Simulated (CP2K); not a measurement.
# PbSe (Clausthalite) (Fm-3m) in CP2K: further runs, part 3 of 3

CP2K 2026.2. The steps go on from the part before.

## Step 6: Band structure, r2SCAN

pbse_bands.inp

```
&GLOBAL
  PROJECT pbse_bands
  RUN_TYPE ENERGY_FORCE
  PRINT_LEVEL LOW
&END GLOBAL
&FORCE_EVAL
  METHOD QS
  STRESS_TENSOR ANALYTICAL
  &DFT
    BASIS_SET_FILE_NAME BASIS_MOLOPT_UZH
    POTENTIAL_FILE_NAME POTENTIAL_UZH
    &MGRID
      CUTOFF 675
      REL_CUTOFF 60
      NGRIDS 5
    &END MGRID
    &QS
      METHOD GPW
      EPS_DEFAULT 1.0E-9
    &END QS
    &KPOINTS
      SCHEME MONKHORST-PACK 8 8 8
      GAMMA_CENTERED T
      SYMMETRY T
      SYMMETRY_BACKEND SPGLIB
    &END KPOINTS
    &SCF
      SCF_GUESS ATOMIC
      EPS_SCF 1.0E-6
      MAX_SCF 100
      ADDED_MOS 10
      CHOLESKY OFF
      EPS_EIGVAL 1.0E-7
      &DIAGONALIZATION ON
        ALGORITHM STANDARD
      &END DIAGONALIZATION
      &MIXING ON
        METHOD BROYDEN_MIXING
        ALPHA 0.4
        BETA 1.5
        NBUFFER 8
      &END MIXING
      &SMEAR ON
        METHOD FERMI_DIRAC
        ELECTRONIC_TEMPERATURE [K] 300.557
      &END SMEAR
    &END SCF
    &XC
      &XC_FUNCTIONAL
        &MGGA_X_R2SCAN
        &END MGGA_X_R2SCAN
        &MGGA_C_R2SCAN
        &END MGGA_C_R2SCAN
      &END XC_FUNCTIONAL
    &END XC
    &PRINT
      &KPOINTS ON
      &END KPOINTS
      &MULLIKEN ON
      &END MULLIKEN
      &MO ON
        ENERGIES T
        OCCUPATION_NUMBERS T
        &EACH
          QS_SCF 0
        &END EACH
        ADD_LAST NUMERIC
      &END MO
      &BAND_STRUCTURE
        FILE_NAME bands.bs
        ADDED_MOS 2
        &KPOINT_SET
          UNITS B_VECTOR
          NPOINTS 10
          SPECIAL_POINT GAMMA 0.00000000 0.00000000 0.00000000
          SPECIAL_POINT X 0.50000000 0.00000000 0.50000000
          SPECIAL_POINT W 0.50000000 0.25000000 0.75000000
          SPECIAL_POINT K 0.37500000 0.37500000 0.75000000
          SPECIAL_POINT GAMMA 0.00000000 0.00000000 0.00000000
          SPECIAL_POINT L 0.50000000 0.50000000 0.50000000
          SPECIAL_POINT U 0.62500000 0.25000000 0.62500000
          SPECIAL_POINT W 0.50000000 0.25000000 0.75000000
          SPECIAL_POINT L 0.50000000 0.50000000 0.50000000
          SPECIAL_POINT K 0.37500000 0.37500000 0.75000000
        &END KPOINT_SET
        &KPOINT_SET
          UNITS B_VECTOR
          NPOINTS 10
          SPECIAL_POINT U 0.62500000 0.25000000 0.62500000
          SPECIAL_POINT X 0.50000000 0.00000000 0.50000000
        &END KPOINT_SET
      &END BAND_STRUCTURE
    &END PRINT
  &END DFT
  &SUBSYS
    &CELL
      A 4.3284127397 0.0000000000 0.0000000000
      B 2.1642063698 3.7485153906 0.0000000000
      C 2.1642063698 1.2495051302 3.5341342028
      PERIODIC XYZ
    &END CELL
    &COORD
      SCALED
      Pb  0.0000000000 0.0000000000 0.0000000000
      Se  0.5000000000 0.5000000000 0.5000000000
    &END COORD
    &KIND Pb
      BASIS_SET TZVP-MOLOPT-SCAN-GTH-q4
      POTENTIAL GTH-SCAN-q4
    &END KIND
    &KIND Se
      BASIS_SET TZVP-MOLOPT-SCAN-GTH-q6
      POTENTIAL GTH-SCAN-q6
    &END KIND
    &PRINT
      &ATOMIC_COORDINATES ON
      &END ATOMIC_COORDINATES
      &CELL ON
      &END CELL
    &END PRINT
  &END SUBSYS
  &PRINT
    &FORCES ON
    &END FORCES
    &STRESS_TENSOR ON
    &END STRESS_TENSOR
  &END PRINT
&END FORCE_EVAL
```

Potentials or basis: POTENTIAL_UZH Pb GTH-SCAN-q4, Se GTH-SCAN-q6; TZVP-MOLOPT-SCAN-GTH basis.

The run is started by

```bash
OMP_NUM_THREADS=2 cp2k.psmp -i pbse_bands.inp -o pbse_bands.out
```

It took 32 s on 2 threads of Intel Xeon Platinum 8488C (Sapphire Rapids), shared host; peak memory 0.45 GiB.

The run converged. Its results:

```
Free energy             : -357.1862 eV
Pressure                : 0.1 GPa
Band gap on the k mesh  : 0.36 eV, direct
Band gap along the path : 0.36 eV, direct
Mulliken charges        : Pb +0.65; Se -0.65 e
```

Levels at the corners of the path, in eV from the valence-band top:
```csv
point,band 2,band 3,band 4,band 5,band 6,band 7,band 8,band 9
Γ,-6.53,-2.10,-2.10,-2.10,4.81,4.81,4.81,7.41
X,-7.77,-5.34,-3.54,-3.54,4.26,5.80,5.80,6.34
W,-8.46,-4.57,-4.57,-0.93,1.81,5.40,5.40,8.69
K,-8.48,-4.93,-3.02,-2.62,3.63,4.02,5.80,6.59
Γ,-6.53,-2.10,-2.10,-2.10,4.81,4.81,4.81,7.41
L,-9.29,-1.71,-1.71,0.00,0.36,1.58,1.58,9.99
U,-8.48,-4.93,-3.02,-2.62,3.63,4.02,5.80,6.59
W,-8.46,-4.57,-4.57,-0.93,1.81,5.40,5.40,8.69
L,-9.29,-1.71,-1.71,0.00,0.36,1.58,1.58,9.99
K,-8.48,-4.93,-3.02,-2.62,3.63,4.02,5.80,6.59
U,-8.48,-4.93,-3.02,-2.62,3.63,4.02,5.80,6.59
X,-7.77,-5.34,-3.54,-3.54,4.26,5.80,5.80,6.34
```

Caveat: Mulliken charges move with the basis; spin-orbit coupling is left out, which as a rule narrows the gap of such compounds by several tenths of an eV; the basis of atomic orbitals isn't converged, which shifts pressures, moduli and gaps.

## Step 7: Band structure, TB-mBJ

pbse_bands.inp, as its differences from that of step 6:

```diff
@@ -2,3 +2,3 @@
   PROJECT pbse_bands
-  RUN_TYPE ENERGY_FORCE
+  RUN_TYPE ENERGY
   PRINT_LEVEL LOW
@@ -7,3 +7,2 @@
   METHOD QS
-  STRESS_TENSOR ANALYTICAL
   &DFT
@@ -18,3 +17,3 @@
       METHOD GPW
-      EPS_DEFAULT 1.0E-9
+      EPS_DEFAULT 1.0E-10
     &END QS
@@ -44,3 +43,3 @@
         METHOD FERMI_DIRAC
-        ELECTRONIC_TEMPERATURE [K] 300.557
+        ELECTRONIC_TEMPERATURE [K] 580.226
       &END SMEAR
@@ -49,6 +48,6 @@
       &XC_FUNCTIONAL
-        &MGGA_X_R2SCAN
-        &END MGGA_X_R2SCAN
-        &MGGA_C_R2SCAN
-        &END MGGA_C_R2SCAN
+        &MGGA_X_TB09
+        &END MGGA_X_TB09
+        &LDA_C_PW
+        &END LDA_C_PW
       &END XC_FUNCTIONAL
@@ -70,3 +69,3 @@
         FILE_NAME bands.bs
-        ADDED_MOS 2
+        ADDED_MOS 6
         &KPOINT_SET
@@ -107,8 +106,8 @@
     &KIND Pb
-      BASIS_SET TZVP-MOLOPT-SCAN-GTH-q4
-      POTENTIAL GTH-SCAN-q4
+      BASIS_SET TZVP-MOLOPT-PBE-GTH-q4
+      POTENTIAL GTH-PBE-q4
     &END KIND
     &KIND Se
-      BASIS_SET TZVP-MOLOPT-SCAN-GTH-q6
-      POTENTIAL GTH-SCAN-q6
+      BASIS_SET TZVP-MOLOPT-PBE-GTH-q6
+      POTENTIAL GTH-PBE-q6
     &END KIND
@@ -119,2 +118,4 @@
       &END CELL
+      &SYMMETRY ON
+      &END SYMMETRY
     &END PRINT
@@ -124,4 +125,2 @@
     &END FORCES
-    &STRESS_TENSOR ON
-    &END STRESS_TENSOR
   &END PRINT
```

Potentials or basis: POTENTIAL_UZH Pb GTH-PBE-q4, Se GTH-PBE-q6; TZVP-MOLOPT-PBE-GTH basis.

The run is started by

```bash
OMP_NUM_THREADS=2 cp2k.psmp -i pbse_bands.inp -o pbse_bands.out
```

pbse_bands.out:

```text

 CP2K| version string:                                       CP2K version 2026.2
 CP2K| Input file name                                            pbse_bands.inp

 GLOBAL| Force Environment number                                              1
 GLOBAL| Basis set file name                                    BASIS_MOLOPT_UZH
 GLOBAL| Potential file name                                       POTENTIAL_UZH
 GLOBAL| MM Potential file name                                     MM_POTENTIAL
 GLOBAL| Coordinate file name                                      __STD_INPUT__
 GLOBAL| Method name                                                        CP2K
 GLOBAL| Project name                                                 pbse_bands
 GLOBAL| Run type                                                         ENERGY
 GLOBAL| FFT library                                                       FFTW3
 GLOBAL| Diagonalization library                                       ScaLAPACK
 GLOBAL| Cholesky decomposition library                                ScaLAPACK
 GLOBAL| DGEMM library                                                      BLAS
 GLOBAL| Direct generalized diagonalization requested                          F
 GLOBAL| Matrix multiplication library                                 ScaLAPACK
 GLOBAL| Global print level                                                  LOW
 GLOBAL| Total number of message passing processes                             1
 GLOBAL| Number of threads for this process                                    2
 GLOBAL| CPU model name                          Intel(R) Xeon(R) Platinum 8488C

 CELL| Volume [angstrom^3]:                                            57.341758
[... 475 lines left out ...]
 MO|     10               0.539656              14.684794               0.000000
 MO|     11               0.567618              15.445665               0.000000
 MO|     12               0.616153              16.766388               0.000000
 MO|     13               0.629984              17.142730               0.000000
 MO|     14               0.752606              20.479443               0.000000
 MO|     15               0.766317              20.852555               0.000000
 MO| Sum:                                                              10.000000
 MO| E(Fermi):            0.149536 a.u.          4.069068 eV

 [... the levels of further k-points ...]

 !-----------------------------------------------------------------------------!
                     Mulliken Population Analysis

 #  Atom  Element  Kind  Atomic population                           Net charge
       1     Pb       1          3.149141                              0.850859
       2     Se       2          6.850859                             -0.850859
 # Total charge                             10.000000                  0.000000

 !-----------------------------------------------------------------------------!

 KPOINTS| Band Structure Calculation
 KPOINTS| Number of k-point sets                                               2
 KPOINTS| Number of added MOs/bands                                            6
 KPOINTS| Number of k-points in set    1                                      91
 KPOINTS| In units of b-vector [2pi/Bohr]
 KPOINTS| Special point     1       GAMMA     0.000000     0.000000     0.000000
 KPOINTS| Special point     2           X     0.500000     0.000000     0.500000
 KPOINTS| Special point     3           W     0.500000     0.250000     0.750000
 KPOINTS| Special point     4           K     0.375000     0.375000     0.750000
 KPOINTS| Special point     5       GAMMA     0.000000     0.000000     0.000000
 KPOINTS| Special point     6           L     0.500000     0.500000     0.500000
 KPOINTS| Special point     7           U     0.625000     0.250000     0.625000
 KPOINTS| Special point     8           W     0.500000     0.250000     0.750000
 KPOINTS| Special point     9           L     0.500000     0.500000     0.500000
 KPOINTS| Special point    10           K     0.375000     0.375000     0.750000
 KPOINTS| Number of k-points in set    2                                      11
 KPOINTS| In units of b-vector [2pi/Bohr]
 KPOINTS| Special point     1           U     0.625000     0.250000     0.625000
 KPOINTS| Special point     2           X     0.500000     0.000000     0.500000

 ENERGY| Total FORCE_EVAL ( QS ) energy [hartree]            -10.397006584944888
```

bands.bs:

```text
# Set 1: 10 special points, 91 k-points, 21 bands
#  Special point 1          0.00000000     0.00000000     0.00000000  GAMMA
#  Special point 2          0.50000000     0.00000000     0.50000000  X
#  Special point 3          0.50000000     0.25000000     0.75000000  W
#  Special point 4          0.37500000     0.37500000     0.75000000  K
#  Special point 5          0.00000000     0.00000000     0.00000000  GAMMA
#  Special point 6          0.50000000     0.50000000     0.50000000  L
#  Special point 7          0.62500000     0.25000000     0.62500000  U
#  Special point 8          0.50000000     0.25000000     0.75000000  W
#  Special point 9          0.50000000     0.50000000     0.50000000  L
#  Special point 10         0.37500000     0.37500000     0.75000000  K
#  Point 1      Spin 1:     0.00000000     0.00000000     0.00000000       0.01098901
#   Band    Energy [eV]     Occupation
       1    -9.89604252     2.00000000
       2    -2.13939122     2.00000000
       3     1.75285291     2.00000000
       4     1.75285292     2.00000000
       5     1.75285305     2.00000000
       6     9.08243556     0.00000000
[... 1419 lines left out ...]
#   Band    Energy [eV]     Occupation
       1    -8.54203192     2.00000000
       2    -4.05527696     2.00000000
       3    -0.98498136     2.00000000
       4     0.56752076     2.00000000
       5     1.61930263     2.00000000
       6     7.20628871     0.00000000
       7     8.21878018     0.00000000
       8     9.57561863     0.00000000
       9    10.28457175     0.00000000
      10    15.03206635     0.00000000
      11    17.14222070     0.00000000
      12    17.38640680     0.00000000
      13    18.09704310     0.00000000
      14    19.37978628     0.00000000
      15    20.69821178
```

It took 85 s on 2 threads of Intel Xeon Platinum 8488C (Sapphire Rapids), shared host; peak memory 0.45 GiB.

Results:

| Quantity | Value |
| --- | --- |
| Band gap on the k mesh | 0.40 eV, direct |
| Band gap along the path | 0.40 eV, direct |
| Mulliken charges | Pb +0.85; Se -0.85 e |

Levels at the corners of the path, in eV from the valence-band top:
| point | band 3 | band 4 | band 5 | band 6 | band 7 | band 8 |
| --- | --- | --- | --- | --- | --- | --- |
| Γ | -2.11 | -2.11 | -2.11 | 5.22 | 5.22 | 5.22 |
| X | -5.27 | -3.49 | -3.49 | 3.66 | 6.06 | 6.06 |
| W | -4.52 | -4.52 | -1.01 | 2.10 | 5.21 | 5.21 |
| K | -4.87 | -3.01 | -2.55 | 3.56 | 4.23 | 5.73 |
| Γ | -2.11 | -2.11 | -2.11 | 5.22 | 5.22 | 5.22 |
| L | -1.85 | -1.85 | 0.00 | 0.40 | 1.86 | 1.86 |
| U | -4.87 | -3.01 | -2.55 | 3.56 | 4.23 | 5.73 |
| W | -4.52 | -4.52 | -1.01 | 2.10 | 5.21 | 5.21 |
| L | -1.85 | -1.85 | 0.00 | 0.40 | 1.86 | 1.86 |
| K | -4.87 | -3.01 | -2.55 | 3.56 | 4.23 | 5.73 |
| U | -4.87 | -3.01 | -2.55 | 3.56 | 4.23 | 5.73 |
| X | -5.27 | -3.49 | -3.49 | 3.66 | 6.06 | 6.06 |

Caveat: Mulliken charges move with the basis; this is a model potential without an energy functional, so only levels have meaning; the potentials were made for another functional, which shifts forces and pressure; spin-orbit coupling is left out, which as a rule narrows the gap of such compounds by several tenths of an eV; the basis of atomic orbitals isn't converged, which shifts pressures, moduli and gaps.

## Step 8: Overview

```tsv
level	potentials or basis	smearing	EPS_DEFAULT	NGRIDS	points a segment of the path (NPOINTS)	bands added on the path	CUTOFF of the grids	gap on the mesh (eV)	pressure (GPa)
PBE	POTENTIAL_UZH Pb GTH-PBE-q4, Se GTH-PBE-q6; TZVP-MOLOPT-PBE-GTH basis	fermi-dirac 0.1 eV	1.0E-9	4	6	6	450 Ry	0.14	2.9
PBE	POTENTIAL_UZH Pb GTH-PBE-q4, Se GTH-PBE-q6; TZVP-MOLOPT-PBE-GTH basis	fermi-dirac 0.1 eV	1.0E-9	4	8	4	450 Ry	0.14	2.9
LDA	GTH_POTENTIALS Pb GTH-PADE-q4, Se GTH-PADE-q6; TZVP-MOLOPT-PBE-GTH basis	fermi-dirac 0.1 eV	1.0E-10	4	6	6	450 Ry	0.16	-2.9
PBEsol	POTENTIAL_UZH Pb GTH-PBE-q4, Se GTH-PBE-q6; TZVP-MOLOPT-PBE-GTH basis	fermi-dirac 0.0259 eV	1.0E-9	5	8	4	450 Ry	0.02	1.6
r2SCAN	POTENTIAL_UZH Pb GTH-SCAN-q4, Se GTH-SCAN-q6; TZVP-MOLOPT-SCAN-GTH basis	fermi-dirac 0.0259 eV	1.0E-9	5	10	2	675 Ry	0.36	0.1
TB-mBJ	POTENTIAL_UZH Pb GTH-PBE-q4, Se GTH-PBE-q6; TZVP-MOLOPT-PBE-GTH basis	fermi-dirac 0.05 eV	1.0E-10	5	10	6	675 Ry	0.40	-
```

Alike in all rows: task band structure; no spin polarisation; cell as given; k mesh 8 × 8 × 8.

Caveats: spin-orbit coupling is left out, which as a rule narrows the gap of such compounds by several tenths of an eV; the basis of atomic orbitals isn't converged, which shifts pressures, moduli and gaps; the potentials were made for another functional, which shifts forces and pressure (some runs); this is a model potential without an energy functional, so only levels have meaning (some runs).

Total energies depend on the potentials used, so only differences within one code and one set of settings carry meaning.

## Step 9: Comparison with measurements

Step 2. Measured gap of PbSe: 0.28 eV (direct; 300 K; a printed reference work, monograph). This calculation gives 0.14 eV (-0.14 eV). 2 values of this kind are on record (0.15 to 0.28 eV); this one was drawn at random. Spin-orbit coupling on Pb, Se is left out. The value is that of PBE in an atomic basis (POTENTIAL_UZH Pb GTH-PBE-q4, Se GTH-PBE-q6; TZVP-MOLOPT-PBE-GTH basis), whose error adds to the functional's,, without temperature or zero-point motion. Semilocal functionals fall short of measured gaps as a rule.

Step 3. Against the measured gap of PbSe, 0.15 eV (direct; 4.2 K; a printed reference work, monograph), the calculated 0.14 eV is off by -0.01 eV. 2 values of this kind are on record (0.15 to 0.28 eV); this one was drawn at random. Spin-orbit coupling on Pb, Se is left out. The value is that of PBE in an atomic basis (POTENTIAL_UZH Pb GTH-PBE-q4, Se GTH-PBE-q6; TZVP-MOLOPT-PBE-GTH basis), whose error adds to the functional's,, without temperature or zero-point motion. Semilocal functionals fall short of measured gaps as a rule.

Step 4. Measured gap of PbSe: 0.15 eV (direct; 4.2 K; a printed reference work, monograph). This calculation gives 0.16 eV (+0.01 eV). 2 values of this kind are on record (0.15 to 0.28 eV); this one was drawn at random. Spin-orbit coupling on Pb, Se is left out. The value is that of LDA in an atomic basis (GTH_POTENTIALS Pb GTH-PADE-q4, Se GTH-PADE-q6; TZVP-MOLOPT-PBE-GTH basis), whose error adds to the functional's,, without temperature or zero-point motion.

Step 5. A measured gap of PbSe is 0.15 eV (direct; 4.2 K; a printed reference work, monograph); the calculated 0.02 eV misses it by -0.13 eV. 2 values of this kind are on record (0.15 to 0.28 eV); this one was drawn at random. Spin-orbit coupling on Pb, Se is left out. The value is that of PBEsol in an atomic basis (POTENTIAL_UZH Pb GTH-PBE-q4, Se GTH-PBE-q6; TZVP-MOLOPT-PBE-GTH basis), whose error adds to the functional's,, without temperature or zero-point motion. Semilocal functionals fall short of measured gaps as a rule.

Step 6. Against the measured gap of PbSe, 0.15 eV (direct; 4.2 K; a printed reference work, monograph), the calculated 0.36 eV is off by +0.21 eV. 2 values of this kind are on record (0.15 to 0.28 eV); this one was drawn at random. Spin-orbit coupling on Pb, Se is left out. The value is that of r2SCAN in an atomic basis (POTENTIAL_UZH Pb GTH-SCAN-q4, Se GTH-SCAN-q6; TZVP-MOLOPT-SCAN-GTH basis), whose error adds to the functional's,, without temperature or zero-point motion.

Step 7. A measured gap of PbSe is 0.15 eV (direct; 4.2 K; a printed reference work, monograph); the calculated 0.40 eV misses it by +0.25 eV. 2 values of this kind are on record (0.15 to 0.28 eV); this one was drawn at random. Spin-orbit coupling on Pb, Se is left out. The value is that of TB-mBJ in an atomic basis (POTENTIAL_UZH Pb GTH-PBE-q4, Se GTH-PBE-q6; TZVP-MOLOPT-PBE-GTH basis), whose error adds to the functional's,, without temperature or zero-point motion.
